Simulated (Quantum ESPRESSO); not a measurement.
The system is Sn.

```
Sn
1.0
     0.00000    3.23334    3.23334
     3.23334    0.00000    3.23334
     3.23334    3.23334    0.00000
Sn
2
Cartesian
  4.8500 4.8500 4.8500
  3.2333 3.2333 3.2333
```

This isn't the form of Sn at room conditions, which is tetragonal (white tin).

* Program: Quantum ESPRESSO 7.5
* Task: single point
* Functional: PBE
* Potentials or basis: SSSP 1.3 efficiency PBE
* Cutoff: 816 eV
* Density cutoff: 6531 eV
* k mesh: 7 × 7 × 7
* Occupations: fermi-dirac, width 0.05 eV
* Spin: no spin polarisation

On this cell: pressure 3.8 GPa; largest force zero by symmetry; band gap on the k mesh none (metal or under the smearing width).

The same run follows on a disturbed copy (atoms moved at random, drawn with an rms of 0.05 Å):

```
Sn
1.0
     0.00000    3.23334    3.23334
     3.23334    0.00000    3.23334
     3.23334    3.23334    0.00000
Sn
2
Direct
  0.75132 0.75902 0.76259
  0.49467 0.50900 0.50001
```

What does the disturbed cell give?

The energy (extrapolated to zero smearing) moves by +11.8 meV/atom; pressure 3.9 GPa; largest force 0.586 eV/Å; band gap on the k mesh none (metal or under the smearing width).

Forces in eV/Å, atoms in the order of the input:
```
Sn  -0.304 -0.486 -0.123
Sn   0.304  0.486  0.123
```

Stress tensor (GPa, compression positive):
```
 3.96 -0.46 -1.52
-0.46  3.89 -0.97
-1.52 -0.97  3.99
```
